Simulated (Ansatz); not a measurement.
The system is FeO (Wuestite).

```xyz
2
Lattice="0.0000 2.1554 2.1554 2.1554 0.0000 2.1554 2.1554 2.1554 0.0000" Properties=species:S:1:pos:R:3 pbc="T T T"
Fe    0.0000    0.0000    0.0000
O     2.1554    2.1554    2.1554
```

Base run:

| Quantity | Value |
| --- | --- |
| Program | Ansatz 0.2.0 |
| Functional | revPBE |
| Potentials or basis | all-electron LAPW, scalar-relativistic |
| Cutoff | 349 eV (chosen from the basis error) |
| Basis error allowed | 0.001 eV/atom |
| k mesh | 11 × 11 × 11 |
| Occupations | fermi-dirac, width 0.05 eV |
| Spin | collinear spin, ferromagnetic start |
| Starting moments | [3.0, 0.0] μB |

Its results: pressure 3.7 GPa; net moment 4.00 μB per cell; site moments Fe +3.63; O +0.32 μB.

**Question.** The run is repeated on the same cell with these changes: functional from revPBE to PBEsol. What comes out?

**Answer.** Pressure -8.6 GPa; net moment 4.00 μB per cell; site moments Fe +3.62; O +0.32 μB.

PBEsol binds more tightly than revPBE, so the same cell stands under less pressure.

Caveats: a cell with one magnetic atom can't hold antiferromagnetic order, which such compounds often take.
